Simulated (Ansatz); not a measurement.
LaAlO3: pressure series

Take LaAlO3 (space group R-3c, No. 167; a = 5.353 Å, c = 13.048 Å (hexagonal axes)) as the base.

Cell and atoms are relaxed at each pressure.

The values are results of plane-wave PAW DFT at the PBEsol level (Ansatz, a program for electronic structure, 420 eV), spin-orbit coupling left out, not measurements.

```csv
case,c/a ratio,density,band gap
base,2.437,6.58 g/cm³,3.94 eV
pressure −2 GPa,2.437,6.51 g/cm³,3.96 eV
pressure −1 GPa,2.437,6.55 g/cm³,3.95 eV
pressure 1.8 GPa,2.438,6.64 g/cm³,3.93 eV
pressure 4.2 GPa,2.439,[?],[?]
pressure 9 GPa,2.440,6.86 g/cm³,3.86 eV
pressure 18 GPa,[?],7.12 g/cm³,3.75 eV
pressure 30 GPa,2.449,7.41 g/cm³,3.61 eV
pressure 45 GPa,–,7.74 g/cm³,3.57 eV
pressure 60 GPa,–,[?],3.56 eV
```

### Question
Complete the table.

### Answer

- pressure 4.2 GPa, density: 6.72 g/cm³
- pressure 4.2 GPa, band gap: 3.91 eV
- pressure 18 GPa, c/a ratio: 2.444
- pressure 60 GPa, density: 8.02 g/cm³

Load acts through the strain it causes; cell and atoms are relaxed under it. Stability against distortions was not tested. No other phases were tried under pressure.
